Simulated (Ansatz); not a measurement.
# The polar optical mode of GaAs at 7 GPa, worked through

The calculation used DFT LDA, scalar-relativistic, plane waves, PAW in Ansatz 0.2.0. Plane waves to 420 eV; Γ-centred k mesh 12×12×12; fixed occupations. No spin polarisation. Phonons by linear response, acoustic sum rule imposed.

The cell, relaxed at 7 GPa:
```cif
data_structure
_symmetry_space_group_name_H-M 'F-43m'
_symmetry_Int_Tables_number 216
_cell_length_a 5.4584
_cell_length_b 5.4584
_cell_length_c 5.4584
_cell_angle_alpha 90.000
_cell_angle_beta 90.000
_cell_angle_gamma 90.000
_cell_volume 162.63
loop_
_atom_site_label
_atom_site_type_symbol
_atom_site_symmetry_multiplicity
_atom_site_Wyckoff_symbol
_atom_site_fract_x
_atom_site_fract_y
_atom_site_fract_z
_atom_site_occupancy
Ga1 Ga 4 a 0.00000 0.00000 0.00000 1
As1 As 4 c 0.25000 0.25000 0.25000 1
```

 The run warned that the force constants aren't converged on this k mesh, so the frequencies and all that is formed from them are rough.

Linear response gives ν_TO = 295.5 cm⁻¹, Born charges ±1.918 e (positive on Ga) and ε∞ = 12.328. The primitive cell holds 40.657 Å³, and the masses are 69.723 and 74.922 amu.

Task: Find ν_LO and the static dielectric constant.

Result: The long-wave field adds a restoring force: ω_LO² − ω_TO² = Z*²e²/(ε_vac ε∞ μV). In these units ν_LO² − ν_TO² = 4.92064×10⁷ Z*²/(μ V ε∞) cm⁻², with μ = m₁m₂/(m₁ + m₂) = 36.114 amu: 9999 cm⁻². So ν_LO = √(295.5² + 9999) = 311.9 cm⁻¹, and the run gives 311.9. Lyddane–Sachs–Teller then gives ε0 = ε∞ (ν_LO/ν_TO)² = 13.74, against 13.74 in the run (it forms both from the same three quantities, so the match checks the arithmetic only). Between ν_TO and ν_LO the dielectric function is negative and an undamped crystal reflects fully: a reststrahlen band from 32.1 to 33.8 μm.

Task: What do the Clausius–Mossotti polarisability and the Szigeti charge come to?

Result: With the Lorentz local field, α = (3V/4π)(ε∞ − 1)/(ε∞ + 2) = 7.67 Å³ for the pair, and e_S = 3Z*/(ε∞ + 2) = 0.40 e. The Born charge includes the electrons' response to the dipole's own local field, and e_S takes that enhancement out. The Lorentz field assumes point-like polarisable ions, a poor picture once ε∞ is this large, since the electron clouds then overlap or are shared, so both numbers are formal here.

Task: How strongly does a slow electron couple to the LO mode?

Result: For one isotropic parabolic band, Fröhlich's constant is α_F = (1/ε∞ − 1/ε0) √(m* Ry/ħω_LO), with Ry = 13.606 eV, ħω_LO = 38.7 meV and m* in free-electron masses: α_F = 0.0083 × 18.76 × √m* = 0.16 √m*. The band mass isn't part of this run; for m* = 0.1, 0.3 and 1 it gives 0.05, 0.09, 0.16. In weak coupling the polaron lies α_F ħω_LO below the band edge (3 meV at m* = 0.3) with a mass m*(1 + α_F/6); past α_F of about 5 or 6 that expansion fails. A semilocal functional's ε∞ tends to be too large, which taken alone lowers α_F.

Cost: 1 run of about 1.8 core-minutes, on Intel Xeon 6975P-C (Granite Rapids) (shared hosts).

GaAs emerges as a weakly polar, largely covalent crystal in which the electrons do most of the screening: ε∞ is 12.328, and the lattice raises it only to about 13.74. The Born charge of 1.918 e is not a static ionic charge. It includes the charge that flows through the sp³ bonds as the sublattices move, with the sign set by the greater electronegativity of As. The same polarisable bonds screen the long-range field, so a sizeable dynamical charge still gives only a modest LO–TO splitting.

The difference of squared frequencies depends on the Born charge, ε∞, volume and mass, not on the short-range force constants. It is therefore better founded than either frequency or the lattice part of the static constant, which varies inversely with the square of ν_TO.

Electrons at the Γ minimum of GaAs are light, but by 7 GPa the conduction-band minimum has moved from Γ to near X, where they are heavier and their mass is anisotropic. Their Fröhlich coupling is probably still weak, though not at the lowest of the values listed. A single compressed volume doesn't show how pressure shifts the balance between bond stiffening and screening.
